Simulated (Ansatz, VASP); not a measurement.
**B in VASP and in Ansatz**

INCAR

```
ALGO = Normal
EDIFF = 1E-6
ENCUT = 520
GGA = PE
ISIF = 2
ISMEAR = -1
LASPH = True
LCHARG = False
LREAL = False
LWAVE = False
NBANDS = 8
NELM = 80
PREC = Accurate
SIGMA = 0.1
```

Contents of KPOINTS:

```
k-points
0
Gamma
  22 22 22
```

POSCAR

```
B
1.0
   -1.0624537123      1.0624537123      1.0624537123
    1.0624537123     -1.0624537123      1.0624537123
    1.0624537123      1.0624537123     -1.0624537123
B
1
Direct
    0.0000000000      0.0000000000      0.0000000000
```

Input for Ansatz:

```yaml
crystal:
  lattice:
    - [-1.0624537123, 1.0624537123, 1.0624537123]
    - [1.0624537123, -1.0624537123, 1.0624537123]
    - [1.0624537123, 1.0624537123, -1.0624537123]
  atoms:
    - { symbol: B, position: [0.0, 0.0, 0.0] }
kpoints:
  mp_grid: { grid: [22, 22, 22] }
scf:
  occupations: { method: fermi_dirac, width: 0.1 }
hamiltonian:
  xc: pbe
  pseudopotentials: { kind: paw }
output:
  forces: true
  stress: true
  eigenvalues: true
  populations: true
  write_density: true
  write_potential: true
  elf: true
  volumetric_format: npy
```

Change from the starting cell: volume scaled by 0.78, PAW files.

Alike in both runs: task single point; functional PBE; k mesh 22 × 22 × 22; occupations fermi-dirac, width 0.1 eV; no spin polarisation.

|  | VASP | Ansatz |
| --- | --- | --- |
| version | VASP 6.6.1 | Ansatz 0.2.0 |
| potentials or method | VASP PAW PBE potentials, release 64 (B) | PAW with Ansatz's default frozen-core files, scalar-relativistic |
| plane-wave cutoff (eV) | 520 | 420 |
| valence electrons in the cell | 3 | 3 |

```csv
,VASP,Ansatz,Ansatz less VASP
pressure (GPa),92.7,92.7,+0.04
```

Caveats: the cell as given lies far from equilibrium; so large a pressure means that the cell lies far from this level's equilibrium, or that cutoff or potentials fall short (VASP).
